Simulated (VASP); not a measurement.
# BeTe (F-43m) in VASP: a series of runs, part 3 of 4

VASP 6.6.1.

### 5 Band structure, PBE

File INCAR:

```
PREC = Accurate
ENCUT = 550
EDIFF = 1E-7
ISMEAR = -1
SIGMA = 0.05
LREAL = F
LASPH = T
NELM = 60
ALGO = Fast
ISIF = 2
LWAVE = F
LCHARG = F
GGA = PE
NBANDS = 11
```

File KPOINTS:

```
Automatic mesh
0
Gamma
  8 8 8
```

File POSCAR:

```
BeTe
1.0
    0.0000000000      2.7700000000      2.7700000000
    2.7700000000      0.0000000000      2.7700000000
    2.7700000000      2.7700000000      0.0000000000
Te Be
1 1
Direct
    0.7500000000      0.7500000000      0.7500000000
    0.0000000000      0.0000000000      0.0000000000
```

File KPOINTS_OPT:

```
path GXWKGLUWLK,UX
15
line-mode
reciprocal
 0.0000000000  0.0000000000  0.0000000000  G
 0.5000000000  0.0000000000  0.5000000000  X

 0.5000000000  0.0000000000  0.5000000000  X
 0.5000000000  0.2500000000  0.7500000000  W

 0.5000000000  0.2500000000  0.7500000000  W
 0.3750000000  0.3750000000  0.7500000000  K

 0.3750000000  0.3750000000  0.7500000000  K
 0.0000000000  0.0000000000  0.0000000000  G

 0.0000000000  0.0000000000  0.0000000000  G
 0.5000000000  0.5000000000  0.5000000000  L

 0.5000000000  0.5000000000  0.5000000000  L
 0.6250000000  0.2500000000  0.6250000000  U

 0.6250000000  0.2500000000  0.6250000000  U
 0.5000000000  0.2500000000  0.7500000000  W

 0.5000000000  0.2500000000  0.7500000000  W
 0.5000000000  0.5000000000  0.5000000000  L

 0.5000000000  0.5000000000  0.5000000000  L
 0.3750000000  0.3750000000  0.7500000000  K

 0.6250000000  0.2500000000  0.6250000000  U
 0.5000000000  0.0000000000  0.5000000000  X
```

Potentials or basis: VASP PAW PBE potentials, release 64 (Te_GW, Be_GW).

On the command line:

```bash
cat potpaw_PBE.64/Te_GW/POTCAR potpaw_PBE.64/Be_GW/POTCAR > POTCAR
mpirun -np 1 vasp_std > vasp.out
```

OUTCAR:

```text
PREC = Accurate
   ENCUT = 550
   EDIFF = 1E-7
   ISMEAR = -1
   LREAL = F
   LASPH = T
   NELM = 60
   ISIF = 2
   GGA = PE

 ion  position               nearest neighbor table
   1  0.750  0.750  0.750-   2 2.40   2 2.40   2 2.40   2 2.40
   2  0.000  0.000  0.000-   1 2.40   1 2.40   1 2.40   1 2.40

  LATTYP: Found a face centered cubic cell.
 ALAT       =     5.5400000000

  Lattice vectors:

 A1 = (   0.0000000000,   2.7700000000,   2.7700000000)
 A2 = (   2.7700000000,   0.0000000000,   2.7700000000)
 A3 = (   2.7700000000,   2.7700000000,   0.0000000000)

Analysis of symmetry for initial positions (statically):
=====================================================================
 Subroutine PRICEL returns:
 Original cell was already a primitive cell.

 Routine SETGRP: Setting up the symmetry group for a
 face centered cubic supercell.

 Subroutine GETGRP returns: Found 24 space group operations
 (whereof 24 operations were pure point group operations)
 out of a pool of 48 trial point group operations.

The static configuration has the point symmetry T_d .

Analysis of symmetry for dynamics (positions and initial velocities):
=====================================================================
 Subroutine PRICEL returns:
 Original cell was already a primitive cell.

 Routine SETGRP: Setting up the symmetry group for a
 face centered cubic supercell.

 Subroutine GETGRP returns: Found 24 space group operations
 (whereof 24 operations were pure point group operations)
 out of a pool of 48 trial point group operations.

The dynamic configuration has the point symmetry T_d .

 Subroutine INISYM returns: Found 24 space group operations
 (whereof 24 operations are pure point group operations),
 and found     1 'primitive' translations

----------------------------------------------------------------------------------------

                                     Primitive cell

[... 118 lines left out ...]
   IVDW    =     0    specifies the selected vdW correction
   LEPSILON=     F    determine dielectric tensor
   LRPA    =     F    only Hartree local field effects (RPA)
 non-spin polarized calculation
 RMM-DIIS sequential band-by-band and
  energy-cutoff  :      550.00
  volume of cell :       42.51
 maximum number of plane-waves:      1265
 NGX is ok and might be reduce to    30
   NGX = 15   NGY = 15   NGZ = 15

 number of electron       8.0000000 magnetization

 Free energy of the ion-electron system (eV)
  ---------------------------------------------------
  ext. energy  EPLUGINS =         0.00000000
  ---------------------------------------------------
  free energy    TOTEN  =        -7.54138755 eV

  energy without entropy =       -7.54138755  energy(sigma->0) =       -7.54138755

 E-fermi :   6.3053     XC(G=0):  -9.2569

 val. band max:        5.3914661019   @ k =   0.0000   0.0000   0.0000
 cond. band min:       7.2406088947   @ k =   0.5000   0.5000   0.0000
 fundamental gap:      1.8491427928
 Fermi energy:         6.3052760088

 k-point     1 :       0.0000    0.0000    0.0000
  band No.  band energies     occupation
      1      -7.2453      2.00000
      2       5.3915      2.00000
      3       5.3915      2.00000
      4       5.3915      2.00000
      5       8.9643      0.00000
      6       8.9643      0.00000
      7       8.9643      0.00000
      8       9.5793      0.00000
      9      13.7772      0.00000
     10      15.9493      0.00000
     11      15.9499      0.00000
[... 309 lines left out ...]
 k-point    24 :      -0.3750    0.2500    0.1250
  band No.  band energies     occupation
      1      -5.5090      2.00000
      2      -0.0263      2.00000
      3       2.3127      2.00000
      4       3.3365      2.00000
      5       9.5893      0.00000
      6       9.8461      0.00000
      7      12.2380      0.00000
      8      13.3348      0.00000
      9      14.0589      0.00000
     10      17.2308      0.00000
     11      17.5487      0.00000

 [... further k-points ...]

------------------------ aborting loop because EDIFF is reached ----------------------------------------

  FORCE on cell =-STRESS in cart. coord.  units (eV):
  Direction    XX          YY          ZZ          XY          YZ          ZX
  --------------------------------------------------------------------------------------
  -------------------------------------------------------------------------------------
  Total        1.1652183      1.1652183      1.1652183      0.0000000     -0.0000000     -0.0000000
  in kB       43.9186075     43.9186075     43.9186075      0.0000000     -0.0000000     -0.0000000
  external PRESSURE =      43.9186075 kB  Pullay stress =       0.0000000 kB

 VOLUME and BASIS-vectors are now :
 -----------------------------------------------------------------------------
  energy-cutoff  :      550.00
  volume of cell :       42.51
      direct lattice vectors                 reciprocal lattice vectors
     0.000000000  2.770000000  2.770000000    -0.180505415  0.180505415  0.180505415
     2.770000000  0.000000000  2.770000000     0.180505415 -0.180505415  0.180505415
     2.770000000  2.770000000  0.000000000     0.180505415  0.180505415 -0.180505415

 POSITION                                       TOTAL-FORCE (eV/Angst)
 -----------------------------------------------------------------------------------
      4.15500      4.15500      4.15500        -0.000000     -0.000000     -0.000000
      0.00000      0.00000      0.00000         0.000000      0.000000      0.000000
 -----------------------------------------------------------------------------------
    total drift:                               -0.000000     -0.000000     -0.000000

  FREE ENERGIE OF THE ION-ELECTRON SYSTEM (eV)
  ---------------------------------------------------
  free  energy   TOTEN  =        -7.5413875513 eV

  energy  without entropy=       -7.5413875510  energy(sigma->0) =       -7.54138755
```

Run time: 50 s. Hardware: 1 thread of AMD EPYC 7R13 (Zen 3), shared host; peak memory 0.16 GiB.

What came out:

| Item | Value |
| --- | --- |
| Free energy | -7.5414 eV |
| Pressure | 4.4 GPa |
| Band gap on the k mesh | 1.85 eV, indirect (least direct gap 3.57 eV) |
| Band gap along the path | 1.85 eV, indirect (least direct gap 3.57 eV) |

Levels at the corners of the path, in eV from the valence-band top:
| point | band 1 | band 2 | band 3 | band 4 | band 5 | band 6 | band 7 | band 8 | band 9 |
| --- | --- | --- | --- | --- | --- | --- | --- | --- | --- |
| Γ | -12.64 | 0.00 | 0.00 | 0.00 | 3.57 | 3.57 | 3.57 | 4.19 | 8.39 |
| X | -10.62 | -5.39 | -2.84 | -2.84 | 1.85 | 2.60 | 10.06 | 10.06 | 11.85 |
| X | -10.62 | -5.39 | -2.84 | -2.84 | 1.85 | 2.60 | 10.06 | 10.06 | 11.85 |
| W | -10.58 | -4.81 | -3.96 | -3.45 | 5.32 | 5.53 | 5.67 | 6.40 | 11.28 |
| W | -10.58 | -4.81 | -3.96 | -3.45 | 5.32 | 5.53 | 5.67 | 6.40 | 11.28 |
| K | -10.65 | -5.01 | -4.16 | -2.40 | 2.63 | 5.31 | 8.09 | 8.47 | 9.38 |
| K | -10.65 | -5.01 | -4.16 | -2.40 | 2.63 | 5.31 | 8.09 | 8.47 | 9.38 |
| Γ | -12.64 | 0.00 | 0.00 | 0.00 | 3.57 | 3.57 | 3.57 | 4.19 | 8.39 |
| Γ | -12.64 | 0.00 | 0.00 | 0.00 | 3.57 | 3.57 | 3.57 | 4.19 | 8.39 |
| L | -11.16 | -5.87 | -1.22 | -1.22 | 3.21 | 4.58 | 4.58 | 7.80 | 11.18 |
| L | -11.16 | -5.87 | -1.22 | -1.22 | 3.21 | 4.58 | 4.58 | 7.80 | 11.18 |
| U | -10.65 | -5.01 | -4.16 | -2.40 | 2.63 | 5.31 | 8.09 | 8.47 | 9.38 |
| U | -10.65 | -5.01 | -4.16 | -2.40 | 2.63 | 5.31 | 8.09 | 8.47 | 9.38 |
| W | -10.58 | -4.81 | -3.96 | -3.45 | 5.32 | 5.53 | 5.67 | 6.40 | 11.28 |
| W | -10.58 | -4.81 | -3.96 | -3.45 | 5.32 | 5.53 | 5.67 | 6.40 | 11.28 |
| L | -11.16 | -5.87 | -1.22 | -1.22 | 3.21 | 4.58 | 4.58 | 7.80 | 11.18 |
| L | -11.16 | -5.87 | -1.22 | -1.22 | 3.21 | 4.58 | 4.58 | 7.80 | 11.18 |
| K | -10.65 | -5.01 | -4.16 | -2.40 | 2.63 | 5.31 | 8.09 | 8.47 | 9.38 |
| U | -10.65 | -5.01 | -4.16 | -2.40 | 2.63 | 5.31 | 8.09 | 8.47 | 9.38 |
| X | -10.62 | -5.39 | -2.84 | -2.84 | 1.85 | 2.60 | 10.06 | 10.06 | 11.85 |

Caveat: spin-orbit coupling is left out, which moves the levels of the heavy elements.

### 6 Phonons, LDA

POSCAR is that of step 5.

File INCAR.step1:

```
SYSTEM = BeTe
ALGO     = Normal         ! electronic algorithm
EDIFF    = 1E-8           ! SCF threshold, eV
EDIFFG   = -0.002         ! ionic threshold
ENCUT    = 600            ! plane-wave cutoff, eV
IBRION   = 2              ! ionic algorithm
ISIF     = 3              ! what is computed and relaxed
ISMEAR   = -1             ! smearing method
LASPH    = .True.         ! aspherical terms in the spheres
LCHARG   = .False.        ! write CHGCAR
LREAL    = .False.        ! projectors in reciprocal space
LWAVE    = .False.        ! write WAVECAR
NELM     = 60             ! most SCF steps
NSW      = 40             ! ionic steps
PREC     = Accurate       ! precision mode
SIGMA    = 0.05           ! smearing width, eV
```

File INCAR.step2:

```
SYSTEM = BeTe
ALGO     = Normal         ! electronic algorithm
EDIFF    = 1E-8           ! SCF threshold, eV
ENCUT    = 600            ! plane-wave cutoff, eV
IBRION   = 6              ! ionic algorithm
ISIF     = 2              ! what is computed and relaxed
ISMEAR   = -1             ! smearing method
LASPH    = .True.         ! aspherical terms in the spheres
LCHARG   = .False.        ! write CHGCAR
LREAL    = .False.        ! projectors in reciprocal space
LWAVE    = .False.        ! write WAVECAR
NELM     = 60             ! most SCF steps
NFREE    = 2            
NSW      = 1              ! ionic steps
POTIM    = 0.015          ! step
PREC     = Accurate       ! precision mode
SIGMA    = 0.05           ! smearing width, eV
```

File KPOINTS:

```
k-points
0
Gamma
  6 6 6
  0 0 0
```

Potentials or basis: VASP PAW LDA potentials, release 64 (Te, Be).

On the command line:

```bash
cat potpaw_LDA.64/Te/POTCAR potpaw_LDA.64/Be/POTCAR > POTCAR
cp INCAR.step1 INCAR
mpirun -np 1 vasp_std > vasp.out
cp CONTCAR POSCAR
cp INCAR.step2 INCAR
mpirun -np 1 vasp_std > vasp.out
```

OUTCAR:

```text
SYSTEM = BeTe
   EDIFF = 1E-8
   ENCUT = 600
   IBRION = 6
   ISIF = 2
   ISMEAR = -1
   LASPH = .True.
   LREAL = .False.
   NELM = 60
   NFREE = 2
   NSW = 1
   POTIM = 0.015
   PREC = Accurate

 ion  position               nearest neighbor table
   1  0.750  0.750  0.750-   2 2.41   2 2.41   2 2.41   2 2.41
   2  0.000  0.000  0.000-   1 2.41   1 2.41   1 2.41   1 2.41

  LATTYP: Found a face centered cubic cell.
 ALAT       =     5.5635984606

  Lattice vectors:

 A1 = (   0.0000000000,   2.7817992303,   2.7817992303)
 A2 = (   2.7817992303,   0.0000000000,   2.7817992303)
 A3 = (   2.7817992303,   2.7817992303,   0.0000000000)

Analysis of symmetry for initial positions (statically):
=====================================================================
 Subroutine PRICEL returns:
 Original cell was already a primitive cell.

 Routine SETGRP: Setting up the symmetry group for a
 face centered cubic supercell.

 Subroutine GETGRP returns: Found 24 space group operations
 (whereof 24 operations were pure point group operations)
 out of a pool of 48 trial point group operations.

The static configuration has the point symmetry T_d .

Analysis of symmetry for dynamics (positions and initial velocities):
=====================================================================
 Subroutine PRICEL returns:
 Original cell was already a primitive cell.

 Routine SETGRP: Setting up the symmetry group for a
 face centered cubic supercell.

 Subroutine GETGRP returns: Found 24 space group operations
 (whereof 24 operations were pure point group operations)
 out of a pool of 48 trial point group operations.

The dynamic configuration has the point symmetry T_d .

 Subroutine INISYM returns: Found 24 space group operations
 (whereof 24 operations are pure point group operations),
 and found     1 'primitive' translations

----------------------------------------------------------------------------------------

                                     Primitive cell

  volume of cell :      43.0534

  direct lattice vectors                    reciprocal lattice vectors
     0.000000000  2.781799230  2.781799230    -0.179739787  0.179739787  0.179739787
     2.781799230  0.000000000  2.781799230     0.179739787 -0.179739787  0.179739787
     2.781799230  2.781799230  0.000000000     0.179739787  0.179739787 -0.179739787

  length of vectors
     3.934058199  3.934058199  3.934058199     0.311318443  0.311318443  0.311318443

  position of ions in fractional coordinates (direct lattice)
     0.750000000  0.750000000  0.750000000
     0.000000000  0.000000000  0.000000000

  ion indices of the primitive-cell ions
   primitive index   ion index
                 1           1
                 2           2

----------------------------------------------------------------------------------------
[... 98 lines left out ...]

--------------------------------------- Ionic step        1  -------------------------------------------

 number of electron       8.0000000 magnetization

 Free energy of the ion-electron system (eV)
  ---------------------------------------------------
  ext. energy  EPLUGINS =         0.00000000
  ---------------------------------------------------
  free energy    TOTEN  =        -8.72038420 eV

  energy without entropy =       -8.72038420  energy(sigma->0) =       -8.72038420

------------------------ aborting loop because EDIFF is reached ----------------------------------------

  FORCE on cell =-STRESS in cart. coord.  units (eV):
  Direction    XX          YY          ZZ          XY          YZ          ZX
  --------------------------------------------------------------------------------------
  -------------------------------------------------------------------------------------
  Total       -0.0001834     -0.0001834     -0.0001834     -0.0000000      0.0000000      0.0000000
  in kB       -0.0068234     -0.0068234     -0.0068234     -0.0000000      0.0000000      0.0000000
  external PRESSURE =      -0.0068234 kB  Pullay stress =       0.0000000 kB
[... 131 lines left out ...]
--------------------------------------- Ionic step        5  -------------------------------------------

 number of electron       8.0000000 magnetization

 Free energy of the ion-electron system (eV)
  ---------------------------------------------------
  ext. energy  EPLUGINS =         0.00000000
  ---------------------------------------------------
  free energy    TOTEN  =        -8.71957882 eV

  energy without entropy =       -8.71957882  energy(sigma->0) =       -8.71957882

 E-fermi :   6.2595     XC(G=0):  -9.4113

 val. band max:        5.4109737847   @ k =   0.0000   0.0000   0.0000
 cond. band min:       7.1436391835   @ k =   0.0000   0.5000   0.5000
 fundamental gap:      1.7326653988
 Fermi energy:         6.2595250153

 k-point     1 :       0.0000    0.0000    0.0000
  band No.  band energies     occupation
      1      -7.1998      2.00000
      2       5.3162      2.00000
      3       5.3646      2.00000
      4       5.4110      2.00000
      5       8.8853      0.00000
      6       8.9155      0.00000
      7       8.9482      0.00000
      8       9.3579      0.00000
[... 243 lines left out ...]
 k-point    24 :       0.0000    0.5000    0.1667
  band No.  band energies     occupation
      1      -5.6722      2.00000
      2      -0.0082      2.00000
      3       2.9894      2.00000
      4       3.6208      2.00000
      5       8.6951      0.00000
      6      10.5217      0.00000
      7      11.0888      0.00000
      8      12.5452      0.00000

 [... further k-points ...]

------------------------ aborting loop because EDIFF is reached ----------------------------------------

  FORCE on cell =-STRESS in cart. coord.  units (eV):
  Direction    XX          YY          ZZ          XY          YZ          ZX
  --------------------------------------------------------------------------------------
  -------------------------------------------------------------------------------------
  Total        0.0005730      0.0021715      0.0021715      0.0000000      0.0775588      0.0000000
  in kB        0.0213229      0.0808101      0.0808101      0.0000000      2.8862514      0.0000000
  external PRESSURE =       0.0609811 kB  Pullay stress =       0.0000000 kB
[... 17 lines left out ...]
  FREE ENERGIE OF THE ION-ELECTRON SYSTEM (eV)
  ---------------------------------------------------
  free  energy   TOTEN  =        -8.7195788178 eV

  energy  without entropy=       -8.7195788167  energy(sigma->0) =       -8.71957882

 INTERNAL STRAIN TENSORS FROM DISPLACED ATOMS
 ============================================

 INTERNAL STRAIN TENSOR FOR ION    1 for displacements in x,y,z  (eV/Angst):
          X           Y           Z          XY          YZ          ZX
  --------------------------------------------------------------------------------
  x    -0.00000    -0.00000    -0.00000     0.00000     5.16426     0.00000
  y     0.00000     0.00000     0.00000     0.00000     0.00000     5.16426
  z    -0.00000    -0.00000    -0.00000     5.16426     0.00000     0.00000

 INTERNAL STRAIN TENSOR FOR ION    2 for displacements in x,y,z  (eV/Angst):
          X           Y           Z          XY          YZ          ZX
  --------------------------------------------------------------------------------
  x     0.00000     0.00000     0.00000     0.00000    -5.16886     0.00000
  y    -0.00000     0.00000    -0.00000     0.00000     0.00000    -5.16886
  z     0.00000     0.00000     0.00000    -5.16886     0.00000     0.00000

 Eigenvectors and eigenvalues of the dynamical matrix
 ----------------------------------------------------

   1 f  =   14.416447 THz    90.581211 2PiTHz  480.880924 cm-1    59.621609 meV
             X         Y         Z           dx          dy          dz
      4.172699  4.172699  4.172699    -0.256865    0.000000    0.000000
      0.000000  0.000000  0.000000     0.966447    0.000000    0.000000
[... 21 lines left out ...]
   6 f/i=    0.000150 THz     0.000940 2PiTHz    0.004988 cm-1     0.000618 meV
             X         Y         Z           dx          dy          dz
      4.172699  4.172699  4.172699     0.000000    0.000000    0.966447
      0.000000  0.000000  0.000000     0.000000    0.000000    0.256865

 ELASTIC MODULI CONTR FROM IONIC RELAXATION (kBar)
 Direction    XX          YY          ZZ          XY          YZ          ZX
 --------------------------------------------------------------------------------
 XX          -0.0000     -0.0000     -0.0000      0.0000      0.0000     -0.0000
 YY          -0.0000     -0.0000     -0.0000      0.0000      0.0000     -0.0000
 ZZ          -0.0000     -0.0000     -0.0000      0.0000      0.0000     -0.0000
 XY           0.0000      0.0000      0.0000   -138.7547      0.0000      0.0000
 YZ           0.0000      0.0000      0.0000      0.0000   -138.7547      0.0000
 ZX          -0.0000     -0.0000     -0.0000      0.0000      0.0000   -138.7547
 --------------------------------------------------------------------------------
```

Run time: 20 s. Hardware: 1 thread of Intel Xeon 6975P-C (Granite Rapids), shared host; peak memory 0.17 GiB.

Results:

```
Relaxed volume                                          : 21.53 Å³/atom
Relaxed cell                                            : a = 3.934 Å, b = 3.934 Å, c = 3.934 Å, α = 60.00°, β = 60.00°, γ = 60.00°
Space group after relaxing (to 0.05 Å)                  : F-43m (No. 216)
Highest phonon frequency at Γ, LO-TO splitting left out : 481 cm⁻¹
```

Step by step:
```csv
step,energy change (eV),largest force (eV/Å),pressure (GPa),volume (Å³)
1,0.0000,0.0000,0.83,42.51
2,-0.0013,0.0000,-0.20,43.19
3,-0.0014,0.0000,0.00,43.05
```

Final structure:
```xyz
2
Lattice="0.0000 2.7818 2.7818 2.7818 0.0000 2.7818 2.7818 2.7818 0.0000" Properties=species:S:1:pos:R:3 pbc="T T T"
Te    4.1727    4.1727    4.1727
Be    0.0000    0.0000    0.0000
```

Phonon frequencies in cm⁻¹ (negative: imaginary):
```tsv
q point	frequencies
(0.000, 0.000, 0.000)	0 0 0 481 481 481
```

Spin-orbit coupling is left out, which matters for the levels of Te.

(Continued in part 4 of 4.)
